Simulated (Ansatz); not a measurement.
Runs of Ansatz 0.2.0 on ZrC. It takes space group Fm-3m (No. 225, cubic). The conventional cell has a = 4.730 Å, b = 4.730 Å, c = 4.730 Å, α = 90.00°, β = 90.00°, γ = 90.00°. Around Zr (site symmetry m-3m) lie 6 C at 2.37 Å. C (site symmetry m-3m) is surrounded by 6 Zr at 2.37 Å. 

```csv
share of exact exchange,gap on the mesh (eV),pressure (GPa)
0.25,none,-5.2
0.2,none,(b)
0.05,none,(a)
0.5,none,-7.6
0.3,none,-5.7
0.1,none,-3.6
0.15,none,-4.0
0.4,none,-6.7
```

Alike in all rows: task single point; level HSE06 form with a typed share of exact exchange; potentials or basis Ansatz PAW; no spin polarisation; cell as given; k mesh 5 × 5 × 5; cutoff (eV) 420; smearing fermi-dirac 0.05 eV; the mesh is coarse, so values aren't converged.

Fill in the values left out.

(a) -3.2; (b) -4.6.

Caveats: all runs use coarse meshes; the PAW data sets come from PBE, with cores solved anew for the run's functional, which leaves a small shift of forces and pressure; the thresholds are loose for stress.

A k mesh can miss the band edges, and the runs leave out spin-orbit coupling on Zr.

A gap of «none» marks a metal or a gap under the smearing width.
